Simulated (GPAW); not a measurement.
InAs: equation of state with PBE

Crystal: InAs.

```xyz
2
Lattice="4.2681 0.0000 0.0000 2.1340 3.6963 0.0000 2.1340 1.2321 3.4849" Properties=species:S:1:pos:R:3 pbc="T T T"
In    0.0000    0.0000    0.0000
As    6.4021    3.6963    2.6137
```

```
Program             : GPAW 26.7.0
Task                : equation of state
Functional          : PBE
Potentials or basis : JTH PAW 2.0, PBE
Cutoff              : 600 eV
Basis               : pw
k mesh              : 6 × 6 × 6
Occupations         : fermi-dirac, width 0.05 eV
Spin                : no spin polarisation
Maxiter             : 150
Eos scales          : [0.94, 0.96, 0.98, 1.0, 1.02, 1.04, 1.06]
Data set            : As jth, In jth
```

```
Equilibrium volume : 30.03 Å³/atom (rough: see the caveat)
Bulk modulus       : 37 GPa (rough)
```

Energy against volume, from the lowest point:
```tsv
volume (Å³/atom)	energy (meV/atom)
25.840	95.78
26.389	67.65
26.939	45.14
27.489	27.99
28.039	14.86
28.588	5.71
29.138	0.00
```

It took 61 s on 1 thread of Intel(R) Xeon(R) Platinum 8488C (Sapphire Rapids), with other jobs on the host, peak memory 0.28 GiB.

Caveat: the minimum lies outside the volumes run; the program truncates these outside data sets.
